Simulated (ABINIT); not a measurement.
# PtS2 in ABINIT: the effect of potentials

Crystal: PtS2.

```
Pt S
1.0
     3.54320    0.00000    0.00000
    -1.77160    3.06850    0.00000
     0.00000    0.00000    5.03880
Pt S
1 2
Direct
  0.00000 0.00000 0.00000
  0.66667 0.33333 0.77300
  0.33333 0.66667 0.22700
```

Alike in all runs:

- Program: ABINIT 10.8.3 (patched build)
- Task: single point
- Functional: PBE
- k mesh: 9 × 9 × 5
- Occupations: fermi-dirac, width 0.05 eV
- Spin: no spin polarisation

```csv
potentials,cutoff,gap on the mesh (eV),largest force (eV/Å)
PseudoDojo NC SR PBE v0.4.1 standard,1143 eV,1.01,1.24
PseudoDojo NC SR PBE v0.4 stringent,1143 eV,1.01,1.24
PseudoDojo NC SR PBE v0.5 standard,1143 eV,1.01,1.24
PseudoDojo NC SR PBE v0.5 stringent,1143 eV,1.01,1.24
SG15 NC PBE v1.2,952 eV,?,?
SPMS NC PBE v1.0,599 eV,1.02,1.25
JTH PAW PBE v2.0,544 eV,0.98,1.37
```

Task: What does the run with potentials SG15 NC PBE v1.2 give?

Result: gap on the mesh 1.03 eV; largest force 1.29 eV/Å.

Caveats: spin-orbit coupling is left out, which moves the levels of the heavy elements; an odd mesh through Γ misses points on the zone boundary, where band edges often lie; forces of over 1 eV/Å show positions far from the minimum, so gaps and moduli don't describe the material at rest.

The runs don't all hold the same shells in valence.
